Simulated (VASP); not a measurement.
# Bi (Im-3m) in VASP: notebook

Runs on Bi. Level: PBEsol. Tasks: relaxation of cell and atoms.

All numbers are computed with VASP 6.6.1; they aren't measurements. Logs are shortened: lines on timing, memory, paths and dates and some standing lists are left out, and cuts for length are marked.

## Step 1: The structure

The structure is cubic, space group Im-3m (No. 229). The conventional cell has a = 3.963 Å, b = 3.963 Å, c = 3.963 Å, α = 90.00°, β = 90.00°, γ = 90.00°. Bi (site symmetry m-3m) has 8 Bi at 3.43 Å as nearest neighbours.

This isn't the form of Bi at room conditions, which is rhombohedral.

## Step 2: Relaxation of cell and atoms, PBEsol, target pressure 5 GPa, at which the enthalpy is minimised

Contents of INCAR:

```
SYSTEM = Bi
PREC     = Accurate       ! precision mode
ENCUT    = 600            ! plane-wave cutoff, eV
EDIFF    = 1E-6           ! SCF threshold, eV
ISMEAR   = -1             ! smearing method
SIGMA    = 0.05           ! smearing width, eV
LREAL    = .FALSE.        ! projectors in reciprocal space
LASPH    = .TRUE.         ! aspherical terms in the spheres
NELM     = 80             ! most SCF steps
ALGO     = Normal         ! electronic algorithm
ISIF     = 3              ! what is computed and relaxed
LWAVE    = .FALSE.        ! write WAVECAR
LCHARG   = .FALSE.        ! write CHGCAR
GGA      = PS             ! functional
IBRION   = 2              ! ionic algorithm
NSW      = 40             ! ionic steps
EDIFFG   = -0.01          ! ionic threshold
PSTRESS  = 50
```

Contents of KPOINTS:

```
regular mesh
0
G
  9 9 9
  0 0 0
```

Contents of POSCAR:

```
Bi
1.0
   -1.9814305318      1.9814305318      1.9814305318
    1.9814305318     -1.9814305318      1.9814305318
    1.9814305318      1.9814305318     -1.9814305318
Bi
1
Direct
    0.0000000000      0.0000000000      0.0000000000
```

Potentials or basis: VASP PAW PBE potentials, release 64 (Bi_d).

Run with:

```console
cat potpaw_PBE.64/Bi_d/POTCAR > POTCAR
mpirun -np 1 vasp_std > vasp.out
```

OUTCAR:

```text
SYSTEM = Bi
   PREC = Accurate
   ENCUT = 600
   EDIFF = 1E-6
   ISMEAR = -1
   LREAL = .FALSE.
   LASPH = .TRUE.
   NELM = 80
   ISIF = 3
   GGA = PS
   IBRION = 2
   NSW = 40
   EDIFFG = -0.01
   PSTRESS = 50

 ion  position               nearest neighbor table
   1  0.000  0.000  0.000-

  LATTYP: Found a body centered cubic cell.
 ALAT       =     3.9628610636

  Lattice vectors:

 A1 = (  -1.9814305318,   1.9814305318,   1.9814305318)
 A2 = (   1.9814305318,  -1.9814305318,   1.9814305318)
 A3 = (   1.9814305318,   1.9814305318,  -1.9814305318)

Analysis of symmetry for initial positions (statically):
=====================================================================
 Subroutine PRICEL returns:
 Original cell was already a primitive cell.

 Routine SETGRP: Setting up the symmetry group for a
 body centered cubic supercell.

 Subroutine GETGRP returns: Found 48 space group operations
 (whereof 48 operations were pure point group operations)
 out of a pool of 48 trial point group operations.

The static configuration has the point symmetry O_h .

Analysis of symmetry for dynamics (positions and initial velocities):
=====================================================================
 Subroutine PRICEL returns:
 Original cell was already a primitive cell.

 Routine SETGRP: Setting up the symmetry group for a
 body centered cubic supercell.

 Subroutine GETGRP returns: Found 48 space group operations
 (whereof 48 operations were pure point group operations)
 out of a pool of 48 trial point group operations.

The dynamic configuration has the point symmetry O_h .

 Subroutine INISYM returns: Found 48 space group operations
 (whereof 48 operations are pure point group operations),
 and found     1 'primitive' translations

----------------------------------------------------------------------------------------

                                     Primitive cell

  volume of cell :      31.1169

  direct lattice vectors                    reciprocal lattice vectors
    -1.981430532  1.981430532  1.981430532     0.000000000  0.252342937  0.252342937
     1.981430532 -1.981430532  1.981430532     0.252342937  0.000000000  0.252342937
     1.981430532  1.981430532 -1.981430532     0.252342937  0.252342937  0.000000000

  length of vectors
     3.431938353  3.431938353  3.431938353     0.356866804  0.356866804  0.356866804

  position of ions in fractional coordinates (direct lattice)
     0.000000000  0.000000000  0.000000000

  ion indices of the primitive-cell ions
   primitive index   ion index
                 1           1

----------------------------------------------------------------------------------------

 KPOINTS: regular mesh

Automatic generation of k-mesh.
 Grid dimensions read from file:
 generate k-points for:    9    9    9

 Generating k-lattice:

  Cartesian coordinates                     Fractional coordinates (reciprocal lattice)
     0.000000000  0.028038104  0.028038104     0.111111111  0.000000000  0.000000000
     0.028038104  0.000000000  0.028038104     0.000000000  0.111111111  0.000000000
     0.028038104  0.028038104  0.000000000     0.000000000  0.000000000  0.111111111

  Length of vectors
     0.039651867  0.039651867  0.039651867

  Shift w.r.t. Gamma in fractional coordinates (k-lattice)
     0.000000000  0.000000000  0.000000000

 Subroutine IBZKPT returns following result:
 ===========================================

 Found     35 irreducible k-points:

 Following reciprocal coordinates:
            Coordinates               Weight
  0.000000  0.000000  0.000000      1.000000
  0.111111  0.000000  0.000000     12.000000
  0.222222  0.000000  0.000000     12.000000
  0.333333  0.000000  0.000000     12.000000
  0.444444  0.000000  0.000000     12.000000
  0.111111  0.111111  0.000000     24.000000
[... 16 lines left out ...]
 -0.333333  0.444444  0.111111     48.000000
 -0.444444 -0.444444  0.111111     24.000000
 [... further k-points ...]
   k-points           NKPTS =     35   k-points in BZ     NKDIM =     35   number of bands    NBANDS=     11
   number of dos      NEDOS =    301   number of ions     NIONS =      1
   total plane-waves  NPLWV =  21952
   dimension x,y,z NGX =    28 NGY =   28 NGZ =   28
   dimension x,y,z NGXF=    56 NGYF=   56 NGZF=   56
   ions per type =               1
   NGX,Y,Z   is equivalent  to a cutoff of  13.56, 13.56, 13.56 a.u.
   NGXF,Y,Z  is equivalent  to a cutoff of  27.13, 27.13, 27.13 a.u.
 SYSTEM =  Bi
   PREC   = accura    normal or accurate (medium, high low for compatibility)
   ISTART =      0    job   : 0-new  1-cont  2-samecut
   ICHARG =      2    charge: 1-file 2-atom 10-const
   ISPIN  =      1    spin polarized calculation?
   LNONCOLLINEAR =      F non collinear calculations
   LSORBIT =      F    spin-orbit coupling
   LASPH  =      T    aspherical Exc in radial PAW
   ENCUT  =  600.0 eV  44.10 Ry    6.64 a.u.   6.85  6.85  6.85*2*pi/ulx,y,z
   NELM   =     80;   NELMIN=  2; NELMDL= -5     # of ELM steps
   EDIFF  = 0.1E-05   stopping-criterion for ELM
   LREAL  =      F    real-space projection
   EDIFFG = -.1E-01   stopping-criterion for IOM
   NSW    =     40    number of steps for IOM
   IBRION =      2    ionic relax: 0-MD 1-quasi-New 2-CG
   NFREE  =      1    steps in history (QN), initial steepest desc. (CG)
   ISIF   =      3    stress and relaxation
   ISYM   =      2    0-nonsym 1-usesym 2-fastsym
   POTIM  = 0.5000    time-step for ionic-motion
   TEBEG  =    0.0;   TEEND  =   0.0 temperature during run
   PSTRESS=   50.0 pullay stress
   NELECT =      15.0000    total number of electrons
   NUPDOWN=      -1.0000    fix difference up-down
   EMIN   =  10.00;   EMAX   =-10.00  energy-range for DOS
   EFERMI =   0.00;   METHOD = LEGACY
   ISMEAR =    -1;   SIGMA  =   0.05  broadening in eV -4-tet -1-fermi 0-gaus
   EFERMI_NEDOS =   21; number of points for ismear=-14 and -15
   IALGO  =     38    algorithm
   IMIX   =      4    mixing-type and parameters
     AMIX     =   0.40;   BMIX     =  1.00
     AMIX_MAG =   1.60;   BMIX_MAG =  1.00
  volume/ion in A,a.u.               =      31.12       209.99
  Fermi-wavevector in a.u.,A,eV,Ry     =   1.283630  2.425708 22.418388  1.647705
  Thomas-Fermi vector in A             =   2.415871
   LORBIT       =      0    0 simple, 1 ext, 2 COOP (PROOUT), +10 PAW based schemes
   GGA     = PS    functional components
   LHFCALC =     F    Hartree Fock is set to
   AEXX    =    0.0000 exact exchange contribution
   IVDW    =     0    specifies the selected vdW correction
   LEPSILON=     F    determine dielectric tensor
   LRPA    =     F    only Hartree local field effects (RPA)
 conjugate gradient relaxation of ions
 non-spin polarized calculation
  energy-cutoff  :      600.00
  volume of cell :       31.12
 maximum number of plane-waves:      1055
   NGX = 13   NGY = 13   NGZ = 13

--------------------------------------- Ionic step        1  -------------------------------------------

 number of electron      14.9999994 magnetization

 Free energy of the ion-electron system (eV)
  ---------------------------------------------------
  ext. energy  EPLUGINS =         0.00000000
  ---------------------------------------------------
  free energy    TOTEN  =        -4.22742945 eV

  energy without entropy =       -4.22326224  energy(sigma->0) =       -4.22534584

------------------------ aborting loop because EDIFF is reached ----------------------------------------

  FORCE on cell =-STRESS in cart. coord.  units (eV):
  Direction    XX          YY          ZZ          XY          YZ          ZX
  --------------------------------------------------------------------------------------
  -------------------------------------------------------------------------------------
  Total       -0.3811631     -0.3811631     -0.3811631      0.0000000     -0.0000000      0.0000000
  in kB      -19.6256903    -19.6256903    -19.6256903      0.0000000     -0.0000000      0.0000000
  external PRESSURE =     -69.6256903 kB  Pullay stress =      50.0000000 kB
[... 22 lines left out ...]
  enthalpy is  TOTEN    =        -3.2563473105 eV   P V=        0.9710821372

--------------------------------------- Ionic step        2  -------------------------------------------

 number of electron      15.0000004 magnetization

 E-fermi :  10.7112     XC(G=0): -11.4422

 val. band max:       10.6971887298   @ k =  -0.2222   0.2222   0.2222
 cond. band min:      10.8914372411   @ k =   0.2222   0.0000   0.0000
 fundamental gap:      0.1942485112
 Fermi energy:        10.7111580458

 k-point     1 :       0.0000    0.0000    0.0000
  band No.  band energies     occupation
      1     -12.6634      2.00000
      2     -12.6634      2.00000
      3     -12.6634      2.00000
      4     -12.4160      2.00000
      5     -12.4160      2.00000
      6      -4.6260      2.00000
      7      17.2725      0.00000
      8      17.2725      0.00000
      9      17.2725      0.00000
     10      20.9696      0.00000
     11      21.5107      0.00000
[... 393 lines left out ...]
  enthalpy is  TOTEN    =        -3.3316080560 eV   P V=        0.8729767902

--------------------------------------- Ionic step        4  -------------------------------------------

 number of electron      15.0000000 magnetization

 Free energy of the ion-electron system (eV)
  ---------------------------------------------------
  ext. energy  EPLUGINS =         0.00000000
  ---------------------------------------------------
  free energy    TOTEN  =        -4.20271459 eV

  energy without entropy =       -4.19771162  energy(sigma->0) =       -4.20021310

 E-fermi :   9.3222     XC(G=0): -10.9680

 val. band max:        9.0616614085   @ k =  -0.2222   0.2222   0.2222
 cond. band min:       9.3290984672   @ k =   0.3333   0.2222   0.1111
 fundamental gap:      0.2674370587
 Fermi energy:         9.3221910110

 k-point     1 :       0.0000    0.0000    0.0000
  band No.  band energies     occupation
      1     -13.8809      2.00000
      2     -13.8809      2.00000
      3     -13.8809      2.00000
      4     -13.6965      2.00000
      5     -13.6965      2.00000
      6      -5.1734      2.00000
      7      15.1208      0.00000
      8      15.1208      0.00000
      9      15.1208      0.00000
     10      19.6559      0.00000
     11      19.6560      0.00000
[... 350 lines left out ...]
  FREE ENERGIE OF THE ION-ELECTRON SYSTEM (eV)
  ---------------------------------------------------
  free  energy   TOTEN  =        -4.2027145863 eV

  energy  without entropy=       -4.1977116176  energy(sigma->0) =       -4.20021310

  enthalpy is  TOTEN    =        -3.3316293066 eV   P V=        0.8710852797

 reached required accuracy - stopping structural energy minimisation
```

Wall time 19 s (1 thread of Intel Xeon 6975P-C (Granite Rapids), shared host); peak memory 0.16 GiB.

What came out:

* Free energy: -4.2027 eV
* Relaxed volume: 27.91 Å³/atom
* Relaxed cell: a = 3.310 Å, b = 3.310 Å, c = 3.310 Å, α = 109.47°, β = 109.47°, γ = 109.47°
* Space group after relaxing (to 0.05 Å): Im-3m (No. 229)
* Energy change on relaxing (the enthalpy is what falls): +24.7 meV/atom
* Ionic steps: 4
* Pressure after relaxing: 5.0 GPa
* Band gap on the k mesh: none (metal or under the smearing width)

The path:
```csv
step,energy change (eV),largest force (eV/Å),pressure (GPa),volume (Å³)
1,0.0000,0.0000,-1.96,31.12
2,0.1693,0.0000,14.36,25.42
3,0.0228,0.0000,4.85,27.97
4,0.0247,0.0000,5.05,27.91
```

Final structure:
```cif
data_structure
_symmetry_space_group_name_H-M 'P 1'
_symmetry_Int_Tables_number 1
_cell_length_a 3.3098
_cell_length_b 3.3098
_cell_length_c 3.3098
_cell_angle_alpha 109.471
_cell_angle_beta 109.471
_cell_angle_gamma 109.471
_cell_volume 27.91
loop_
_atom_site_label
_atom_site_type_symbol
_atom_site_fract_x
_atom_site_fract_y
_atom_site_fract_z
_atom_site_occupancy
Bi1 Bi 0.00000 0.00000 0.00000 1
```

Levels at points of the mesh, in eV from the Fermi level:
| k point | band 3 | band 4 | band 5 | band 6 | band 7 | band 8 | band 9 | band 10 | band 11 |
| --- | --- | --- | --- | --- | --- | --- | --- | --- | --- |
| (0.00, 0.00, 0.00) | -23.20 | -23.02 | -23.02 | -14.50 | 5.80 | 5.80 | 5.80 | 10.33 | 10.33 |

Caveat: the cell is relaxed towards a set pressure, so the enthalpy falls and the energy may rise; the PAW data sets were made with another functional, which shifts forces and pressure a little; spin-orbit coupling is left out, which moves the levels of the heavy elements.

[end of part 1 of 2]
